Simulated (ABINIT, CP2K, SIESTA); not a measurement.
P: equilibrium volume by level of theory

Symmetry: Cmce, No. 64, orthorhombic system. Conventional cell: a = 3.295 Å, b = 10.930 Å, c = 4.544 Å, α = 90.00°, β = 90.00°, γ = 90.00°. Around P (site symmetry m) lie 3 P at 2.20 to 2.25 Å.

```tsv
rung	level	program and potentials	cutoff (eV)	k mesh	smearing	core time	chip	equilibrium volume (Å³/atom)	notes
LDA	LDA	CP2K, GTH_POTENTIALS P GTH-PADE-q5; DZVP-MOLOPT-PBE-GTH basis	-	7 × 5 × 7	fermi-dirac 0.026	8.6 min	Arm Neoverse V1	17.64	atomic basis
GGA	PBE	SIESTA, files PseudoDojo sr-pbe-0.4.1-standard, DZP (energy shift 0.002 Ry)	-	6 × 6 × 4	fermi-dirac 0.05	9.7 min	Arm Neoverse V2	20.79	atomic basis
GGA	PBE	ABINIT, SPMS NC PBE v1.0	490	6 × 6 × 4	fermi-dirac 0.05	12 min	Intel Xeon 6975P-C Granite Rapids	21.19	-
GGA	PBE	ABINIT, PseudoDojo NC SR PBE v0.5 stringent	490	6 × 6 × 4	fermi-dirac 0.05	13 min	Arm Neoverse V2	21.19	-
GGA	PBE	SIESTA, files PseudoDojo sr-pbe-0.4.1-standard, DZP (energy shift 0.002 Ry)	-	8 × 8 × 6	fermi-dirac 0.05	13 min	Intel Xeon Platinum 8488C Sapphire Rapids	20.85	atomic basis
GGA	PBE	ABINIT, PseudoDojo NC SR PBE v0.4.1 standard	599	6 × 6 × 4	fermi-dirac 0.05	13 min	AMD EPYC 9R45 Zen 5	21.19	-
GGA	PBEsol	SIESTA, files PseudoDojo sr-pbesol-0.4.1-standard, DZP (energy shift 0.002 Ry)	-	6 × 6 × 4	fermi-dirac 0.05	19 min	Arm Neoverse V2	17.42	atomic basis
GGA	PBEsol	ABINIT, PseudoDojo NC SR PBEsol v0.4 stringent	599	6 × 6 × 4	fermi-dirac 0.05	25 min	Arm Neoverse V1	17.54	far from this level's other runs, on another mesh
GGA	PBEsol	ABINIT, PseudoDojo NC SR PBEsol v0.4.1 standard	599	8 × 8 × 6	fermi-dirac 0.05	28 min	Intel Xeon 6975P-C Granite Rapids	17.85	-
GGA	PBE	SIESTA, files PseudoDojo sr-pbe-0.4.1-standard, TZP (energy shift 0.002 Ry)	-	8 × 8 × 6	fermi-dirac 0.05	34 min	Arm Neoverse V1	21.07	atomic basis
```

Times are single runs on shared hosts and different chips, so they are rough; meshes, cutoffs and the tasks' sizes weigh on the time. Task: relaxation of cell and atoms. All rows: no spin polarisation. Smearing widths are in eV. Meshes differ between rows, which moves values too. Meshes are those of the run's cell of 4 atoms unless a note names another. Relaxations start from the cell shown or near it and stop with a little pressure left. Runs on faulty files, with rough fits or with known faults for this quantity aren't shown. No row holds spin-orbit coupling.

By rung: GGA 17.54 to 21.19; LDA in atomic bases 17.64; GGA in atomic bases 17.42 to 21.07 (Å³/atom).
